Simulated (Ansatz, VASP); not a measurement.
# One calculation of NbC (Niobocarbide), two programs

```
CELL_PARAMETERS angstrom
0.00000 2.21955 2.21955
2.21955 0.00000 2.21955
2.21955 2.21955 0.00000
ATOMIC_POSITIONS crystal
Nb 0.00000 0.00000 0.00000
C 0.50000 0.50000 0.50000
```

Change from the starting cell: volume scaled by 0.98.

Alike in both runs: task single point; functional PBE; k mesh 10 × 10 × 10; occupations fermi-dirac, width 0.05 eV; no spin polarisation.

```csv
,VASP,Ansatz
version,VASP 6.6.1,Ansatz 0.2.0
potentials or method,"VASP PAW PBE potentials, release 64 (Nb_sv, C)",Ansatz PAW
plane-wave cutoff (eV),520,420
valence electrons in the cell,17,17
```

|  | VASP | Ansatz | Ansatz less VASP |
| --- | --- | --- | --- |
| gap on the k mesh at the Fermi level (eV) | none | none | - |
| pressure (GPa) | 9.3 | 9.8 | +0.52 |

A gap of «none» marks a metal or a gap that the smearing closes. With one functional, cell and mesh, what is left measures potentials, basis and numerics.
